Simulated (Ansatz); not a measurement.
Ansatz input

```yaml
crystal:
  lattice:
    - [-2.9357982941, 2.9428538178, 1.2167428655]
    - [2.9428538178, -2.9357982941, 1.2167428655]
    - [1.5816517218, 1.5816517218, -1.2038206609]
  atoms:
    - { symbol: Co, position: [0.0002997818, 0.9997002182, 0.0], spin: 1.968 }
    - { symbol: Co, position: [0.7497002182, 0.2502997818, 0.5], spin: 1.968 }
hamiltonian:
  xc: r2scan
  pseudopotentials:
    kind: paw
    azcp:
      Co: "pseudopotentials/Co.paw.azcp"
basis:
  ecutwfc: 500
  fft_grid_basis: typed
kpoints:
  mp_grid: { grid: [17, 17, 16], shift: [0, 0, 0] }
magnetization:
  spin_polarized: true
scf:
  occupations: { method: fermi_dirac, width: 0.05 }
  lower_state_search: "off"
output:
  stress: true
```

Output

```
Engine: ansatz 0.2.0, x86_64-unknown-linux-gnu
Pseudopotentials: kind: paw
Pseudopotential: Co, paw, valence charge 17, recommended cutoff 500 eV (meta_gga) 
Functional definition: r2SCAN
  parameter k0 = 0.174
  parameter k1 = 0.065
  parameter a1 = 4.9479
  exchange = r2scan_x(k0 = k0, k1 = k1, a1 = a1)
  correlation = r2scan_c
Crystal: 2 atoms, lattice volume = 22.676 Å³
Basis set: ecut = 500 eV, 579 PW (Γ), exchange–correlation on 128×128×80 points (64 copies of the dense FFT grid, shifted against one another)
Bands: 23, of which v1, the nominal top of the filled ones, is band 17 counted from 1 (16 counted from 0)
Symmetry: 4 space group operations
Space group: C2/c (ITA 15), of the structure as read, at distance tolerance 2.8e-5 Å
Magnetic group: BNS 15.85 (UNI 92), of the structure as read, at distance tolerance 2.8e-5 Å
k-points: 1233 of 4624
Non-local potential: Co, projectors of the file, l = 0: 3, l = 1: 2, l = 2: 3, l = 3: 1
PAW form: soft (Blöchl's): semilocal exchange-correlation on the pseudo side does not see the compensation charge
PAW frozen core: Co, regenerated for the run's functional (the file was generated under x = pbe(κ = 0.804, μ = 0.2195149727645171), c = pbe(β = 0.06672455060314922))
PAW one-centre angular grid: Co, 590 points (default); XC on 160 Gauss nodes
Initial density: superposition of atomic densities (chi_scale 0.1, normalization cell)
Starting moments: Σ|m| = 3.936 μB on 2 of 2 sites
Initial wavefunctions: pseudopotential atomic-orbital guess
Functional: x = r2scan, c = r2scan; τ floored in thin density (d = 2e-4 eV/Å³)
iter 1 solved again at ethr=2.62e-4 eV; its pass at ethr=3.10e-3 eV (dr2=8.92e-2 eV) is discarded
SCF iter   1: F=-10262.661071 eV  HF=-10262.208149 eV  |F-HF|=4.53e-1  |Δ(HF+E_count)|=         —  Δρ=5.30e-2 (↑2.87e-2 ↓5.30e-2)  dr2=8.89e-2  dr2_τ=7.72e-2  dr2_m=3.33e-1  M=3.661 μB ∫|m|=3.748 μB  β_m=1.00  ethr=2.62e-4  ⟨swp⟩=1.0  Hψ=311930  notcnv=0
SCF iter   2: F=-10262.808571 eV  HF=-10262.550610 eV  |F-HF|=2.58e-1  |Δ(HF+E_count)|=   3.42e-1  Δρ=1.91e-2 (↑1.08e-2 ↓1.91e-2)  dr2=2.35e-2  dr2_τ=2.06e-3  dr2_m=3.32e-2  M=3.605 μB ∫|m|=3.946 μB  β_m=1.00  ethr=2.62e-4  ⟨swp⟩=3.0  Hψ=132095  notcnv=0  κ⁻¹=1.0e0(r=1)
SCF iter   3: F=-10262.844557 eV  HF=-10262.662398 eV  |F-HF|=1.82e-1  |Δ(HF+E_count)|=   1.12e-1  Δρ=1.11e-2 (↑6.36e-3 ↓1.11e-2)  dr2=1.15e-2  dr2_τ=3.68e-4  dr2_m=8.52e-3  M=3.618 μB ∫|m|=4.052 μB  β_m=1.00  ethr=6.91e-5  ⟨swp⟩=2.0  Hψ=119417  notcnv=0  defer=454  κ⁻¹=4.9e-2(r=2)
```

The run was cut off at its time limit.
